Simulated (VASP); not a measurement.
# Ni (Fm-3m) in VASP: settings compared

One crystal, Ni, is run at these levels: r2SCAN, r2SCAN+rVV10; tasks: relaxation of cell and atoms.

Program: VASP 6.6.1. These are calculated values, not measurements. Logs are shortened: lines on timing, memory, paths and dates and some standing lists are left out, and cuts for length are marked.

### 1 The crystal as given

It takes space group Fm-3m (No. 225, cubic). The conventional cell has a = 3.551 Å, b = 3.551 Å, c = 3.551 Å, α = 90.00°, β = 90.00°, γ = 90.00°. Ni (site symmetry m-3m) has 12 Ni at 2.51 Å as nearest neighbours.

### 2 Relaxation of cell and atoms, r2SCAN, collinear spin, ferromagnetic start

File INCAR:

```
  PREC = Accurate
  ENCUT = 600
  EDIFF = 1E-7
  ISMEAR = 0
  SIGMA = 0.1
  LREAL = False
  LASPH = True
  NELM = 100
  ALGO = Normal
  ISIF = 3
  LWAVE = False
  LCHARG = False
  ISPIN = 2
  MAGMOM = 1
  LORBIT = 11
  LMAXMIX = 4
  METAGGA = R2SCAN
  LMIXTAU = True
  IBRION = 2
  NSW = 90
  EDIFFG = -0.005
```

File KPOINTS:

```
Automatic mesh
0
Gamma
  20 20 20
```

File POSCAR:

```
Ni
1.0
    0.0000000000      1.7756500000      1.7756500000
    1.7756500000      0.0000000000      1.7756500000
    1.7756500000      1.7756500000      0.0000000000
Ni
1
Direct
    0.0000000000      0.0000000000      0.0000000000
```

Potentials or basis: VASP PAW PBE potentials, release 64 (Ni).

The run is started by

```console
$ cat potpaw_PBE.64/Ni/POTCAR > POTCAR
$ mpirun -np 1 vasp_std > vasp.out
```

OUTCAR:

```text
PREC = Accurate
   ENCUT = 600
   EDIFF = 1E-7
   ISMEAR = 0
   LREAL = False
   LASPH = True
   NELM = 100
   ISIF = 3
   ISPIN = 2
   LORBIT = 11
   METAGGA = R2SCAN
   IBRION = 2
   NSW = 90
   EDIFFG = -0.005

 ion  position               nearest neighbor table
   1  0.000  0.000  0.000-

  LATTYP: Found a face centered cubic cell.
 ALAT       =     3.5513000000

  Lattice vectors:

 A1 = (   0.0000000000,   1.7756500000,   1.7756500000)
 A2 = (   1.7756500000,   0.0000000000,   1.7756500000)
 A3 = (   1.7756500000,   1.7756500000,   0.0000000000)

Analysis of symmetry for initial positions (statically):
=====================================================================
 Subroutine PRICEL returns:
 Original cell was already a primitive cell.

 Routine SETGRP: Setting up the symmetry group for a
 face centered cubic supercell.

 Subroutine GETGRP returns: Found 48 space group operations
 (whereof 48 operations were pure point group operations)
 out of a pool of 48 trial point group operations.

The static configuration has the point symmetry O_h .

Analysis of symmetry for dynamics (positions and initial velocities):
=====================================================================
 Subroutine PRICEL returns:
 Original cell was already a primitive cell.

 Routine SETGRP: Setting up the symmetry group for a
 face centered cubic supercell.

 Subroutine GETGRP returns: Found 48 space group operations
 (whereof 48 operations were pure point group operations)
 out of a pool of 48 trial point group operations.

The dynamic configuration has the point symmetry O_h .

Analysis of structural, dynamic, and magnetic symmetry:
=====================================================================
 Subroutine PRICEL returns:
 Original cell was already a primitive cell.

 Routine SETGRP: Setting up the symmetry group for a
 face centered cubic supercell.

 Subroutine GETGRP returns: Found 48 space group operations
 (whereof 48 operations were pure point group operations)
 out of a pool of 48 trial point group operations.

The overall configuration has the point symmetry O_h .

 Subroutine INISYM returns: Found 48 space group operations
 (whereof 48 operations are pure point group operations),
 and found     1 'primitive' translations

----------------------------------------------------------------------------------------

                                     Primitive cell

  volume of cell :      11.1970

  direct lattice vectors                    reciprocal lattice vectors
     0.000000000  1.775650000  1.775650000    -0.281587024  0.281587024  0.281587024
     1.775650000  0.000000000  1.775650000     0.281587024 -0.281587024  0.281587024
     1.775650000  1.775650000  0.000000000     0.281587024  0.281587024 -0.281587024

  length of vectors
     2.511148312  2.511148312  2.511148312     0.487723033  0.487723033  0.487723033

  position of ions in fractional coordinates (direct lattice)
     0.000000000  0.000000000  0.000000000

  ion indices of the primitive-cell ions
   primitive index   ion index
                 1           1

----------------------------------------------------------------------------------------

 KPOINTS: Automatic mesh

Automatic generation of k-mesh.
 Grid dimensions read from file:
 generate k-points for:   20   20   20

 Generating k-lattice:

  Cartesian coordinates                     Fractional coordinates (reciprocal lattice)
    -0.014079351  0.014079351  0.014079351     0.050000000  0.000000000  0.000000000
     0.014079351 -0.014079351  0.014079351     0.000000000  0.050000000  0.000000000
     0.014079351  0.014079351 -0.014079351     0.000000000  0.000000000  0.050000000

  Length of vectors
     0.024386152  0.024386152  0.024386152

  Shift w.r.t. Gamma in fractional coordinates (k-lattice)
     0.000000000  0.000000000  0.000000000

 Subroutine IBZKPT returns following result:
 ===========================================

 Found    256 irreducible k-points:

 Following reciprocal coordinates:
            Coordinates               Weight
  0.000000  0.000000  0.000000      1.000000
  0.050000  0.000000  0.000000      8.000000
  0.100000  0.000000  0.000000      8.000000
  0.150000  0.000000  0.000000      8.000000
  0.200000  0.000000  0.000000      8.000000
  0.250000  0.000000  0.000000      8.000000
[... 16 lines left out ...]
 -0.400000  0.050000  0.000000     24.000000
 -0.350000  0.050000  0.000000     24.000000
 [... further k-points ...]
   k-points           NKPTS =    256   k-points in BZ     NKDIM =    256   number of bands    NBANDS=     10
   number of dos      NEDOS =    301   number of ions     NIONS =      1
   total plane-waves  NPLWV =   8000
   dimension x,y,z NGX =    20 NGY =   20 NGZ =   20
   dimension x,y,z NGXF=    40 NGYF=   40 NGZF=   40
   ions per type =               1
   NGX,Y,Z   is equivalent  to a cutoff of  13.24, 13.24, 13.24 a.u.
   NGXF,Y,Z  is equivalent  to a cutoff of  26.48, 26.48, 26.48 a.u.
 SYSTEM =  unknown system
   PREC   = accura    normal or accurate (medium, high low for compatibility)
   ISTART =      0    job   : 0-new  1-cont  2-samecut
   ICHARG =      2    charge: 1-file 2-atom 10-const
   ISPIN  =      2    spin polarized calculation?
   LNONCOLLINEAR =      F non collinear calculations
   LSORBIT =      F    spin-orbit coupling
   LASPH  =      T    aspherical Exc in radial PAW
   ENCUT  =  600.0 eV  44.10 Ry    6.64 a.u.   5.02  5.02  5.02*2*pi/ulx,y,z
   NELM   =    100;   NELMIN=  2; NELMDL= -5     # of ELM steps
   EDIFF  = 0.1E-06   stopping-criterion for ELM
   LREAL  =      F    real-space projection
   EDIFFG = -.5E-02   stopping-criterion for IOM
   NSW    =     90    number of steps for IOM
   IBRION =      2    ionic relax: 0-MD 1-quasi-New 2-CG
   NFREE  =      1    steps in history (QN), initial steepest desc. (CG)
   ISIF   =      3    stress and relaxation
   ISYM   =      2    0-nonsym 1-usesym 2-fastsym
   POTIM  = 0.5000    time-step for ionic-motion
   TEBEG  =    0.0;   TEEND  =   0.0 temperature during run
   PSTRESS=    0.0 pullay stress
   NELECT =      10.0000    total number of electrons
   NUPDOWN=      -1.0000    fix difference up-down
   EMIN   =  10.00;   EMAX   =-10.00  energy-range for DOS
   EFERMI =   0.00;   METHOD = LEGACY
   ISMEAR =     0;   SIGMA  =   0.10  broadening in eV -4-tet -1-fermi 0-gaus
   EFERMI_NEDOS =   21; number of points for ismear=-14 and -15
   IALGO  =     38    algorithm
   IMIX   =      4    mixing-type and parameters
     AMIX     =   0.40;   BMIX     =  1.00
     AMIX_MAG =   1.60;   BMIX_MAG =  1.00
  volume/ion in A,a.u.               =      11.20        75.56
  Fermi-wavevector in a.u.,A,eV,Ry     =   1.576549  2.979246 33.817371  2.485507
  Thomas-Fermi vector in A             =   2.677365
   LORBIT       =     11    0 simple, 1 ext, 2 COOP (PROOUT), +10 PAW based schemes
   METAGGA = R2SCAN    functional components
   LHFCALC =     F    Hartree Fock is set to
   AEXX    =    0.0000 exact exchange contribution
   IVDW    =     0    specifies the selected vdW correction
   LEPSILON=     F    determine dielectric tensor
   LRPA    =     F    only Hartree local field effects (RPA)
 conjugate gradient relaxation of ions
 spin polarized calculation
 Gauss-broadening in eV      SIGMA  =   0.10
  energy-cutoff  :      600.00
  volume of cell :       11.20
 maximum number of plane-waves:       388
   NGX =  9   NGY =  9   NGZ =  9

--------------------------------------- Ionic step        1  -------------------------------------------

 number of electron      10.0000007 magnetization       0.7596362

 Free energy of the ion-electron system (eV)
  ---------------------------------------------------
  ext. energy  EPLUGINS =         0.00000000
  ---------------------------------------------------
  free energy    TOTEN  =       -11.92185775 eV

  energy without entropy =      -11.91499488  energy(sigma->0) =      -11.91842631

------------------------ aborting loop because EDIFF is reached ----------------------------------------

  FORCE on cell =-STRESS in cart. coord.  units (eV):
  Direction    XX          YY          ZZ          XY          YZ          ZX
  --------------------------------------------------------------------------------------
  -------------------------------------------------------------------------------------
  Total       -0.7946193     -0.7946193     -0.7946193      0.0000000      0.0000000     -0.0000000
  in kB     -113.7018636   -113.7018636   -113.7018636      0.0000000      0.0000000     -0.0000000
  external PRESSURE =    -113.7018636 kB  Pullay stress =       0.0000000 kB
[... 20 lines left out ...]
  energy  without entropy=      -11.9149948772  energy(sigma->0) =      -11.91842631

--------------------------------------- Ionic step        2  -------------------------------------------

 number of electron       9.9999995 magnetization       0.6805835

 E-fermi :  10.6113     XC(G=0): -14.9994

 val. band max:       10.6106060196   @ k =   0.4000   0.0000   0.0000
 cond. band min:      10.6125150551   @ k =   0.4500   0.1500   0.0500
 fundamental gap:      0.0019090355
 Fermi energy:        10.6113112017

 spin component 1

 k-point     1 :       0.0000    0.0000    0.0000
  band No.  band energies     occupation
      1       0.5645      1.00000
      2       7.4845      1.00000
      3       7.4845      1.00000
      4       7.4845      1.00000
      5       8.9156      1.00000
      6       8.9156      1.00000
      7      35.9369      0.00000
      8      40.8160      0.00000
      9      40.8160      0.00000
     10      40.8161      0.00000
[... 717 lines left out ...]
  energy  without entropy=      -11.9399453113  energy(sigma->0) =      -11.94343248

--------------------------------------- Ionic step        5  -------------------------------------------

 number of electron      10.0000001 magnetization       0.7248251

 Free energy of the ion-electron system (eV)
  ---------------------------------------------------
  ext. energy  EPLUGINS =         0.00000000
  ---------------------------------------------------
  free energy    TOTEN  =       -11.94692241 eV

  energy without entropy =      -11.93994999  energy(sigma->0) =      -11.94343620

 E-fermi :   9.7891     XC(G=0): -14.6125

 val. band max:        9.7886996990   @ k =  -0.4000   0.1000   0.0000
 cond. band min:       9.7894600049   @ k =  -0.4000   0.0500   0.0000
 fundamental gap:      0.0007603059
 Fermi energy:         9.7890832011

 spin component 1

 k-point     1 :       0.0000    0.0000    0.0000
  band No.  band energies     occupation
      1       0.1439      1.00000
      2       6.7600      1.00000
      3       6.7601      1.00000
      4       6.7601      1.00000
      5       8.1038      1.00000
      6       8.1038      1.00000
      7      34.6165      0.00000
      8      39.0327      0.00000
      9      39.0327      0.00000
     10      39.0329      0.00000
[... 643 lines left out ...]
  FREE ENERGIE OF THE ION-ELECTRON SYSTEM (eV)
  ---------------------------------------------------
  free  energy   TOTEN  =       -11.9469224088 eV

  energy  without entropy=      -11.9399499882  energy(sigma->0) =      -11.94343620

 reached required accuracy - stopping structural energy minimisation

 total charge

# of ion       s       p       d       tot
------------------------------------------
    1        0.529   0.549   8.328   9.405

 magnetization (x)

# of ion       s       p       d       tot
------------------------------------------
    1       -0.010  -0.043   0.796   0.743
```

It took 12 min on 1 thread of Intel Xeon Platinum 8559C (Emerald Rapids), shared host; peak memory 0.19 GiB.

Results:

| Quantity | Value |
| --- | --- |
| Free energy | -11.9469 eV |
| Relaxed volume | 10.53 Å³/atom |
| Relaxed cell | a = 2.460 Å, b = 2.460 Å, c = 2.460 Å, α = 60.00°, β = 60.00°, γ = 60.00° |
| Space group after relaxing (to 0.05 Å) | Fm-3m (No. 225) |
| Energy gained by relaxing | 25.1 meV/atom |
| Ionic steps | 5 |
| Pressure after relaxing | -0.1 GPa |
| Band gap on the k mesh | none (metal or under the smearing width) |
| Net moment | 0.72 μB per cell |
| Site moments | Ni +0.74 μB |
| Valence electrons inside the program's atomic spheres | Ni 9.40 |

The path:
```csv
step,energy change (eV),largest force (eV/Å),pressure (GPa),volume (Å³)
1,0.0000,0.0000,-11.37,11.20
2,-0.0024,0.0000,13.47,9.96
3,-0.0251,0.0000,-0.17,10.53
4,-0.0251,0.0000,0.08,10.52
5,-0.0251,0.0000,-0.07,10.53
```

Final structure:
```
Ni
1.0
     0.00000    1.73959    1.73959
     1.73959    0.00000    1.73959
     1.73959    1.73959    0.00000
Ni
1
Direct
  0.00000 0.00000 0.00000
```

Levels at points of the mesh, in eV from the Fermi level:
Spin up:
```tsv
k point	band 2	band 3	band 4	band 5	band 6	band 7	band 8	band 9
(0.00, 0.00, 0.00)	-3.03	-3.03	-3.03	-1.69	-1.69	24.83	29.24	29.24
(0.50, 0.00, 0.00)	-2.95	-2.95	-1.06	-1.06	-0.47	5.88	23.25	26.23
(0.50, 0.50, 0.00)	-4.89	-0.97	-0.97	-0.94	2.51	9.64	15.73	15.73
```
Spin down:
```tsv
k point	band 1	band 2	band 3	band 4	band 5	band 6	band 7	band 8	band 9
(0.00, 0.00, 0.00)	-9.90	-1.70	-1.70	-1.70	-0.93	-0.93	24.57	29.35	29.35
(0.50, 0.00, 0.00)	-4.80	-2.04	-2.04	-0.69	0.18	0.18	6.58	23.14	26.51
(0.50, 0.50, 0.00)	-4.85	-3.86	-0.15	0.56	0.56	2.25	9.99	15.79	15.79
```

Caveat: the PAW data sets were made with another functional, which shifts forces and pressure a little.

### 3 Relaxation of cell and atoms, r2SCAN+rVV10, collinear spin, ferromagnetic start

Edit INCAR of step 2 so:

```diff
@@ -18,2 +18,6 @@
   LMIXTAU = True
+  LUSE_VDW = True
+  IVDW_NL = 2
+  BPARAM = 11.95
+  CPARAM = 0.0093
   IBRION = 2
```

KPOINTS is that of step 2.

POSCAR is that of step 2.

Potentials or basis: VASP PAW PBE potentials, release 64 (Ni).

The run is started by

```console
$ cat potpaw_PBE.64/Ni/POTCAR > POTCAR
$ mpirun -np 1 vasp_std > vasp.out
```

OUTCAR:

```text
PREC = Accurate
   ENCUT = 600
   EDIFF = 1E-7
   ISMEAR = 0
   LREAL = False
   LASPH = True
   NELM = 100
   ISIF = 3
   ISPIN = 2
   LORBIT = 11
   METAGGA = R2SCAN
   IVDW_NL = 2
   BPARAM = 11.95
   IBRION = 2
   NSW = 90
   EDIFFG = -0.005

 ion  position               nearest neighbor table
   1  0.000  0.000  0.000-

  LATTYP: Found a face centered cubic cell.
 ALAT       =     3.5513000000

  Lattice vectors:

 A1 = (   0.0000000000,   1.7756500000,   1.7756500000)
 A2 = (   1.7756500000,   0.0000000000,   1.7756500000)
 A3 = (   1.7756500000,   1.7756500000,   0.0000000000)

Analysis of symmetry for initial positions (statically):
=====================================================================
 Subroutine PRICEL returns:
[... 965 lines left out ...]

 number of electron       9.9999997 magnetization       0.7219234

 Free energy of the ion-electron system (eV)
  ---------------------------------------------------
  ext. energy  EPLUGINS =         0.00000000
  ---------------------------------------------------
  free energy    TOTEN  =       -11.70648084 eV

  energy without entropy =      -11.69955521  energy(sigma->0) =      -11.70301803

 E-fermi :   9.9058     XC(G=0): -14.7022

 val. band max:        9.9049828005   @ k =  -0.4000   0.1000   0.0000
 cond. band min:       9.9061498460   @ k =  -0.4000   0.0500   0.0000
 fundamental gap:      0.0011670455
 Fermi energy:         9.9058353251

 spin component 1

 k-point     1 :       0.0000    0.0000    0.0000
  band No.  band energies     occupation
      1       0.1757      1.00000
      2       6.8564      1.00000
      3       6.8564      1.00000
      4       6.8564      1.00000
      5       8.2152      1.00000
      6       8.2152      1.00000
      7      34.8021      0.00000
      8      39.2865      0.00000
      9      39.2865      0.00000
     10      39.2866      0.00000
[... 643 lines left out ...]
  FREE ENERGIE OF THE ION-ELECTRON SYSTEM (eV)
  ---------------------------------------------------
  free  energy   TOTEN  =       -11.7064808434 eV

  energy  without entropy=      -11.6995552108  energy(sigma->0) =      -11.70301803

 reached required accuracy - stopping structural energy minimisation

 total charge

# of ion       s       p       d       tot
------------------------------------------
    1        0.533   0.560   8.329   9.422

 magnetization (x)

# of ion       s       p       d       tot
------------------------------------------
    1       -0.010  -0.043   0.792   0.739
```

OSZICAR:

```text
N       E                     dE             d eps       ncg     rms          rms(c)
DAV:   1     0.233630201086E+02    0.23363E+02   -0.53747E+03 10372   0.147E+03
[... 60 lines left out ...]
DAV:   2    -0.117065010093E+02    0.64165E-04   -0.12514E-03 11532   0.507E-01    0.456E-02
DAV:   3    -0.117064807625E+02    0.20247E-04   -0.21406E-04 11860   0.211E-01    0.156E-02
DAV:   4    -0.117064793194E+02    0.14431E-05   -0.47833E-06 11058   0.183E-02    0.669E-03
DAV:   5    -0.117064801287E+02   -0.80924E-06   -0.98352E-07 12630   0.115E-02    0.262E-03
DAV:   6    -0.117064804955E+02   -0.36688E-06   -0.43851E-07  6230   0.838E-03    0.111E-03
DAV:   7    -0.117064808614E+02   -0.36582E-06   -0.25171E-07  5396   0.482E-03    0.538E-04
DAV:   8    -0.117064808434E+02    0.17982E-07   -0.30017E-08  5120   0.214E-03
   5 F= -.11706481E+02 E0= -.11703018E+02  d E =-.260244E-05  mag=     0.7219
```

CONTCAR:

```text
Ni
   1.00000000000000
     0.0000000000000000    1.7343685327305485    1.7343685327305485
     1.7343685327305485   -0.0000000000000000    1.7343685327305485
     1.7343685327305485    1.7343685327305485    0.0000000000000000
  Ni
     1
Direct
     1.0000000000000000    1.0000000000000000    0.0000000000000000

  0.00000000E+00  0.00000000E+00  0.00000000E+00
```

Wall time 20 min (1 thread of Intel Xeon Platinum 8559C (Emerald Rapids), shared host); peak memory 0.23 GiB.

What came out:

* Free energy: -11.7065 eV
* Relaxed volume: 10.43 Å³/atom
* Relaxed cell: a = 2.453 Å, b = 2.453 Å, c = 2.453 Å, α = 60.00°, β = 60.00°, γ = 60.00°
* Space group after relaxing (to 0.05 Å): Fm-3m (No. 225)
* Energy gained by relaxing: 33.4 meV/atom
* Ionic steps: 5
* Pressure after relaxing: -0.1 GPa
* Band gap on the k mesh: none (metal or under the smearing width)
* Net moment: 0.72 μB per cell
* Site moments: Ni +0.74 μB
* Valence electrons inside the program's atomic spheres: Ni 9.42

Step by step:
| step | energy change (eV) | largest force (eV/Å) | pressure (GPa) | volume (Å³) |
| --- | --- | --- | --- | --- |
| 1 | 0.0000 | 0.0000 | -13.16 | 11.20 |
| 2 | -0.0008 | 0.0000 | 16.86 | 9.77 |
| 3 | -0.0334 | 0.0000 | -0.22 | 10.44 |
| 4 | -0.0334 | 0.0000 | 0.08 | 10.43 |
| 5 | -0.0334 | 0.0000 | -0.07 | 10.43 |

Final structure:
```cif
data_structure
_symmetry_space_group_name_H-M 'P 1'
_symmetry_Int_Tables_number 1
_cell_length_a 2.4528
_cell_length_b 2.4528
_cell_length_c 2.4528
_cell_angle_alpha 60.000
_cell_angle_beta 60.000
_cell_angle_gamma 60.000
_cell_volume 10.43
loop_
_atom_site_label
_atom_site_type_symbol
_atom_site_fract_x
_atom_site_fract_y
_atom_site_fract_z
_atom_site_occupancy
Ni1 Ni 0.00000 0.00000 0.00000 1
```

Caveat: the PAW data sets were made with another functional, which shifts forces and pressure a little.

(Part 1 of 2 ends here.)
